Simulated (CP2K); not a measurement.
# Si (P-1) in CP2K: convergence with k mesh

Aim: find how far k mesh must go before the results for Si settle, at RPBE. This setting moves, with any that are tied to it; all else stays.

Everything below comes from runs of CP2K 2026.2. Logs are shortened: lines on timing, memory, paths and dates and some standing lists are left out, and cuts for length are marked.

### 1 The cell of the first run

The typed cell holds 2 atoms: a = 3.849 Å, b = 3.849 Å, c = 3.849 Å, α = 60.00°, β = 60.00°, γ = 60.00°.

The cell isn't the ideal one: atoms moved at random, drawn with an rms of 0.15 Å.

### 2 With k mesh 2 × 2 × 2

Input file si_converge.inp:

```
&GLOBAL
  PROJECT si_converge
  RUN_TYPE ENERGY_FORCE
  PRINT_LEVEL LOW
&END GLOBAL
&FORCE_EVAL
  METHOD QS
  STRESS_TENSOR ANALYTICAL
  &DFT
    BASIS_SET_FILE_NAME BASIS_pob
    POTENTIAL_FILE_NAME POTENTIAL_UZH
    &MGRID
      CUTOFF 500
      REL_CUTOFF 60
      NGRIDS 5
    &END MGRID
    &QS
      METHOD GAPW
      EPS_DEFAULT 1.0E-10
    &END QS
    &KPOINTS
      SCHEME MONKHORST-PACK 2 2 2
      GAMMA_CENTERED T
      SYMMETRY T
      SYMMETRY_BACKEND SPGLIB
    &END KPOINTS
    &SCF
      SCF_GUESS ATOMIC
      EPS_SCF 1.0E-6
      MAX_SCF 100
      ADDED_MOS 10
      CHOLESKY OFF
      EPS_EIGVAL 1.0E-7
      &DIAGONALIZATION ON
        ALGORITHM STANDARD
      &END DIAGONALIZATION
      &MIXING ON
        METHOD BROYDEN_MIXING
        ALPHA 0.4
        BETA 1.5
        NBUFFER 8
      &END MIXING
      &SMEAR ON
        METHOD FERMI_DIRAC
        ELECTRONIC_TEMPERATURE 580.23
      &END SMEAR
    &END SCF
    &XC
      &XC_FUNCTIONAL
        &GGA_X_RPBE
        &END GGA_X_RPBE
        &GGA_C_PBE
        &END GGA_C_PBE
      &END XC_FUNCTIONAL
    &END XC
    &PRINT
      &KPOINTS ON
      &END KPOINTS
      &MULLIKEN ON
      &END MULLIKEN
      &MO ON
        ENERGIES T
        OCCUPATION_NUMBERS T
        &EACH
          QS_SCF 0
        &END EACH
        ADD_LAST NUMERIC
      &END MO
    &END PRINT
  &END DFT
  &SUBSYS
    &CELL
      A 3.8492788627 0.0000000000 0.0000000000
      B 1.9246394314 3.3335732814 0.0000000000
      C 1.9246394314 1.1111910938 3.1429230304
      PERIODIC XYZ
    &END CELL
    &COORD
      SCALED
      Si  0.5033610000 0.4839740000 0.5098850000
      Si  0.7396300000 0.7559900000 0.7457430000
    &END COORD
    &KIND Si
      BASIS_SET pob-DZVP-rev2
      POTENTIAL ALL
      LEBEDEV_GRID 110
      RADIAL_GRID 80
    &END KIND
    &PRINT
      &ATOMIC_COORDINATES ON
      &END ATOMIC_COORDINATES
      &CELL ON
      &END CELL
    &END PRINT
  &END SUBSYS
  &PRINT
    &FORCES ON
    &END FORCES
    &STRESS_TENSOR ON
    &END STRESS_TENSOR
  &END PRINT
&END FORCE_EVAL
```

Potentials or basis: all electrons (GAPW); pob-DZVP-rev2 basis.

Started as:

```
> OMP_NUM_THREADS=1 cp2k.psmp -i si_converge.inp -o si_converge.out
```

si_converge.out:

```text

 CP2K| version string:                                       CP2K version 2026.2
 CP2K| Input file name                                           si_converge.inp

 GLOBAL| Force Environment number                                              1
 GLOBAL| Basis set file name                                           BASIS_pob
 GLOBAL| Potential file name                                       POTENTIAL_UZH
 GLOBAL| MM Potential file name                                     MM_POTENTIAL
 GLOBAL| Coordinate file name                                      __STD_INPUT__
 GLOBAL| Method name                                                        CP2K
 GLOBAL| Project name                                                si_converge
 GLOBAL| Run type                                                   ENERGY_FORCE
 GLOBAL| FFT library                                                       FFTW3
[... 8 lines left out ...]
 GLOBAL| CPU model name                                                  UNKNOWN

 CELL| Volume [angstrom^3]:                                            40.329527
 CELL| Vector a [angstrom]:       3.849     0.000     0.000   |a| =     3.849279
 CELL| Vector b [angstrom]:       1.925     3.334     0.000   |b| =     3.849279
 CELL| Vector c [angstrom]:       1.925     1.111     3.143   |c| =     3.849279
 CELL| Angle (b,c), alpha [degree]:                                    60.000000
 CELL| Angle (a,c), beta  [degree]:                                    60.000000
 CELL| Angle (a,b), gamma [degree]:                                    60.000000
 CELL| Numerically orthorhombic:                                              NO
 CELL| Periodicity                                                           XYZ

 CELL_REF| Volume [angstrom^3]:                                        40.329527
 CELL_REF| Vector a [angstrom     3.849     0.000     0.000   |a| =     3.849279
 CELL_REF| Vector b [angstrom     1.925     3.334     0.000   |b| =     3.849279
 CELL_REF| Vector c [angstrom     1.925     1.111     3.143   |c| =     3.849279
 CELL_REF| Angle (b,c), alpha [degree]:                                60.000000
 CELL_REF| Angle (a,c), beta  [degree]:                                60.000000
 CELL_REF| Angle (a,b), gamma [degree]:                                60.000000
 CELL_REF| Numerically orthorhombic:                                          NO
 CELL_REF| Periodicity                                                       XYZ
[... 9 lines left out ...]
 TOTAL NUMBERS AND MAXIMUM NUMBERS

  Total number of            - Atomic kinds:                                   1
                             - Atoms:                                          2
                             - Shell sets:                                    16
                             - Shells:                                        16
                             - Primitive Cartesian functions:                 36
                             - Cartesian basis functions:                     38
                             - Spherical basis functions:                     36

  Maximum angular momentum of the orbital basis functions:                     2

 MODULE QUICKSTEP: ATOMIC COORDINATES IN ANGSTROM

   Atom Kind Element         X             Y             Z       Z(eff)     Mass
      1    1 Si   14      3.850397      2.179942      1.602529  14.0000  28.0855
      2    1 Si   14      5.737337      3.348811      2.343813  14.0000  28.0855

 SCF PARAMETERS         Density guess:                                    ATOMIC
[... 9 lines left out ...]
                        --------------------------------------------------------
[... 54 lines left out ...]
     6 Broy./Diag. 0.40E+00    0.6     0.00124015      -578.7070438380 -1.67E-02
     7 Broy./Diag. 0.40E+00    0.6     0.00168098      -578.7201890817 -1.31E-02
     8 Broy./Diag. 0.40E+00    0.6     0.00011412      -578.7258962076 -5.71E-03
     9 Broy./Diag. 0.40E+00    0.6     0.00009560      -578.7275114833 -1.62E-03
    10 Broy./Diag. 0.40E+00    0.6     0.00001270      -578.7284228958 -9.11E-04
    11 Broy./Diag. 0.40E+00    0.6     0.00002205      -578.7290483359 -6.25E-04
    12 Broy./Diag. 0.40E+00    0.6     0.00000537      -578.7290530292 -4.69E-06
    13 Broy./Diag. 0.40E+00    0.6     0.00000265      -578.7289599329  9.31E-05
    14 Broy./Diag. 0.40E+00    0.6     0.00000131      -578.7289253007  3.46E-05
    15 Broy./Diag. 0.40E+00    0.6     0.00000059      -578.7289250500  2.51E-07

  *** SCF run converged in    15 steps ***

  Electronic density on regular grids:        -14.4625602487       13.5374397513
  Core density on regular grids:               28.0000000000        0.0000000000
  Hard and soft densities (Lebedev):          -30.5198054562      -16.9823677931
  Total Rho_soft + Rho1_hard - Rho1_soft      -27.9999979119
  Total charge density (r-space):               0.0000020881
  Total Rho_soft + Rho0_soft (g-space):         0.0000019414

  Overlap energy of the core charge distribution:               0.00000000024439
  Self energy of the core charge distribution:               -251.32081448945513
  Core Hamiltonian energy:                                   -323.35096093560833
  Hartree energy:                                              32.63291710070119
  Exchange-correlation energy:                                 -8.06917006436141

  GAPW| Exc from hard and soft atomic rho1:                   -33.76976676999794
  GAPW| local Eh = 1 center integrals:                          5.14896946779198
  Electronic entropic energy:                                  -0.00009935688854
  Fermi energy:                                                 0.26351071135080

  Total energy:                                              -578.72892505003199
  Total energy (extrapolated to T->0):                       -578.72887537158772

 MO| EIGENVALUES AND OCCUPATION NUMBERS FOR K POINT 1
 MO|
 MO|  Index      Eigenvalue [a.u.]        Eigenvalue [eV]             Occupation
 MO|      1             -65.051693           -1770.146589               2.000000
 MO|      2             -65.051354           -1770.137354               2.000000
 MO|      3              -4.670759            -127.097805               2.000000
 MO|      4              -4.670620            -127.094044               2.000000
 MO|      5              -3.078581             -83.772447               2.000000
 MO|      6              -3.078517             -83.770704               2.000000
[... 229 lines left out ...]
 MO|     23               0.785881              21.384899               0.000000
 MO|     24               1.047460              28.502848               0.000000
 MO| Sum:                                                              28.000000
 MO| E(Fermi):            0.263511 a.u.          7.170491 eV

 !-----------------------------------------------------------------------------!
                     Mulliken Population Analysis

 #  Atom  Element  Kind  Atomic population                           Net charge
       1     Si       1         14.000001                             -0.000001
       2     Si       1         13.999999                              0.000001
 # Total charge                             28.000000                  0.000000

 !-----------------------------------------------------------------------------!

 ENERGY| Total FORCE_EVAL ( QS ) energy [hartree]           -578.728927969015558

 FORCES| Atomic forces [hartree/bohr]
 FORCES|   Atom     x               y               z               |f|
 FORCES|      1 -1.27195674E-02  2.27414149E-02 -1.61200932E-02   3.06401167E-02
 FORCES|      2  1.27195341E-02 -2.27414037E-02  1.61200519E-02   3.06400728E-02
 FORCES| Sum    -3.33014499E-08  1.12462553E-08 -4.12939114E-08
 FORCES| Total atomic force                                       5.42277783E-08

 STRESS| Analytical stress tensor [bar]
 STRESS|                        x                   y                   z
 STRESS|      x        1.12771025530E+05   1.85406524377E+04   9.74567181226E+03
 STRESS|      y        1.85406524377E+04   1.69684527932E+05  -1.81398162547E+04
 STRESS|      z        9.74567181226E+03  -1.81398162547E+04   9.77431889679E+04
 STRESS| 1/3 Trace                                             1.26732914143E+05
 STRESS| Determinant                                           1.77698547093E+15

 STRESS| Eigenvectors and eigenvalues of the analytical stress tensor [bar]
 STRESS|                        1                   2                   3
 STRESS| Eigenvalues   8.56302002780E+04   1.16611777804E+05   1.77956764348E+05
 STRESS|      x          -0.490822906306      0.836680689669      0.243019131303
 STRESS|      y           0.285882177507     -0.108825932220      0.952065279831
 STRESS|      z           0.823021418451      0.536770286073     -0.185777837107
```

Wall time 10 s (1 thread of Arm Neoverse V1, shared host); peak memory 0.25 GiB.

Results:

* Free energy: -15748.0150 eV
* Pressure: 12.7 GPa
* Largest force: 1.576 eV/Å
* Band gap on the k mesh: 0.39 eV, indirect (least direct gap 1.84 eV)

### 3 With k mesh 3 × 3 × 3

Changes to si_converge.inp since step 2:

```diff
@@ -21,3 +21,3 @@
     &KPOINTS
-      SCHEME MONKHORST-PACK 2 2 2
+      SCHEME MONKHORST-PACK 3 3 3
       GAMMA_CENTERED T
```

Potentials or basis: all electrons (GAPW); pob-DZVP-rev2 basis.

Started as:

```
> OMP_NUM_THREADS=1 cp2k.psmp -i si_converge.inp -o si_converge.out
```

Wall time 9.3 s (1 thread of Arm Neoverse V1, shared host); peak memory 0.25 GiB.

Results:

* Free energy: -15749.8996 eV
* Pressure: 6.3 GPa
* Largest force: 1.355 eV/Å
* Band gap on the k mesh: 0.51 eV, indirect (least direct gap 1.92 eV)

### 4 With k mesh 4 × 4 × 4

Changes to si_converge.inp since step 3:

```diff
@@ -21,3 +21,3 @@
     &KPOINTS
-      SCHEME MONKHORST-PACK 3 3 3
+      SCHEME MONKHORST-PACK 4 4 4
       GAMMA_CENTERED T
```

Started as:

```
> OMP_NUM_THREADS=1 cp2k.psmp -i si_converge.inp -o si_converge.out
```

Run time: 10 s. Hardware: 1 thread of Arm Neoverse V1, shared host; peak memory 0.26 GiB.

Results:

* Free energy: -15750.3031 eV
* Pressure: 4.9 GPa
* Largest force: 1.287 eV/Å
* Band gap on the k mesh: 0.48 eV, indirect (least direct gap 1.94 eV)

### 5 With k mesh 5 × 5 × 5

Changes to si_converge.inp since step 4:

```diff
@@ -21,3 +21,3 @@
     &KPOINTS
-      SCHEME MONKHORST-PACK 4 4 4
+      SCHEME MONKHORST-PACK 5 5 5
       GAMMA_CENTERED T
```

Started as:

```
> OMP_NUM_THREADS=1 cp2k.psmp -i si_converge.inp -o si_converge.out
```

Wall time 11 s (1 thread of Arm Neoverse V1, shared host); peak memory 0.26 GiB.

Results:

```
Free energy            : -15750.4142 eV
Pressure               : 4.4 GPa
Largest force          : 1.260 eV/Å
Band gap on the k mesh : 0.41 eV, indirect (least direct gap 1.95 eV)
```

### 6 With k mesh 6 × 6 × 6

Changes to si_converge.inp since step 5:

```diff
@@ -21,3 +21,3 @@
     &KPOINTS
-      SCHEME MONKHORST-PACK 5 5 5
+      SCHEME MONKHORST-PACK 6 6 6
       GAMMA_CENTERED T
```

Potentials or basis: all electrons (GAPW); pob-DZVP-rev2 basis.

Started as:

```
> OMP_NUM_THREADS=1 cp2k.psmp -i si_converge.inp -o si_converge.out
```

Run time: 13 s. Hardware: 1 thread of Arm Neoverse V1, shared host; peak memory 0.26 GiB.

What came out:

```yaml
Free_energy: -15750.4489 eV
Pressure: 4.3 GPa
Largest_force: 1.253 eV/Å
Band_gap_on_the_k_mesh: 0.49 eV, indirect (least direct gap 1.96 eV)
```

### 7 With k mesh 7 × 7 × 7

Changes to si_converge.inp since step 6:

```diff
@@ -21,3 +21,3 @@
     &KPOINTS
-      SCHEME MONKHORST-PACK 6 6 6
+      SCHEME MONKHORST-PACK 7 7 7
       GAMMA_CENTERED T
```

Started as:

```
> OMP_NUM_THREADS=1 cp2k.psmp -i si_converge.inp -o si_converge.out
```

It took 15 s on 1 thread of Arm Neoverse V1, shared host; peak memory 0.27 GiB.

It converged, with:

| Quantity | Value |
| --- | --- |
| Free energy | -15750.4609 eV |
| Pressure | 4.2 GPa |
| Largest force | 1.249 eV/Å |
| Band gap on the k mesh | 0.41 eV, indirect (least direct gap 1.96 eV) |

### 8 With k mesh 8 × 8 × 8

Changes to si_converge.inp since step 7:

```diff
@@ -21,3 +21,3 @@
     &KPOINTS
-      SCHEME MONKHORST-PACK 7 7 7
+      SCHEME MONKHORST-PACK 8 8 8
       GAMMA_CENTERED T
```

Started as:

```
> OMP_NUM_THREADS=1 cp2k.psmp -i si_converge.inp -o si_converge.out
```

It took 18 s on 1 thread of Arm Neoverse V1, shared host; peak memory 0.28 GiB.

Results (log left out):

| Quantity | Value |
| --- | --- |
| Free energy | -15750.4653 eV |
| Pressure | 4.2 GPa |
| Largest force | 1.248 eV/Å |
| Band gap on the k mesh | 0.44 eV, indirect (least direct gap 1.96 eV) |

### 9 With k mesh 10 × 10 × 10

Changes to si_converge.inp since step 8:

```diff
@@ -21,3 +21,3 @@
     &KPOINTS
-      SCHEME MONKHORST-PACK 8 8 8
+      SCHEME MONKHORST-PACK 10 10 10
       GAMMA_CENTERED T
```

Potentials or basis: all electrons (GAPW); pob-DZVP-rev2 basis.

Started as:

```
> OMP_NUM_THREADS=1 cp2k.psmp -i si_converge.inp -o si_converge.out
```

Wall time 27 s (1 thread of Arm Neoverse V1, shared host); peak memory 0.3 GiB.

The run converged. Its results:

- Free energy: -15750.4677 eV
- Pressure: 4.2 GPa
- Largest force: 1.247 eV/Å
- Band gap on the k mesh: 0.41 eV, indirect (least direct gap 1.96 eV)

### 10 Result

```
      k mesh  energy less the tightest run, at zero smearing (meV/atom)  pressure (GPa)  largest force (eV/Å)  gap on the mesh (eV)  SCF cycles  CPU time (s)  peak memory (GiB)
   2 × 2 × 2                                                    1226.99           12.67                 1.576                 0.386          15            10               0.25
   3 × 3 × 3                                                     284.16            6.32                 1.355                 0.510          13           9.3               0.25
   4 × 4 × 4                                                      82.32            4.87                 1.287                 0.480          13            10               0.26
   5 × 5 × 5                                                      26.79            4.42                 1.260                 0.407          13            11               0.26
   6 × 6 × 6                                                       9.37            4.27                 1.253                 0.491          13            13               0.26
   7 × 7 × 7                                                       3.40            4.22                 1.249                 0.413          13            15               0.27
   8 × 8 × 8                                                       1.20            4.21                 1.248                 0.438          13            18               0.28
10 × 10 × 10                                                       0.00            4.20                 1.247                 0.412          13            27                0.3
```

Against the tightest run, the pressure stays within 0.1 GPa from 6 × 6 × 6 on; the largest force stays within 0.005 eV/Å from 7 × 7 × 7 on. Not settled before the last step: the energy (to 1 meV/atom), the gap on the mesh (to 0.01 eV). Meshes of other sizes hit other points, so gaps and Fermi surfaces needn't settle smoothly. The tightest run that finished is the yardstick and may itself not be fully converged.

Caveats: the basis of atomic orbitals isn't converged, which shifts pressures, moduli and gaps.
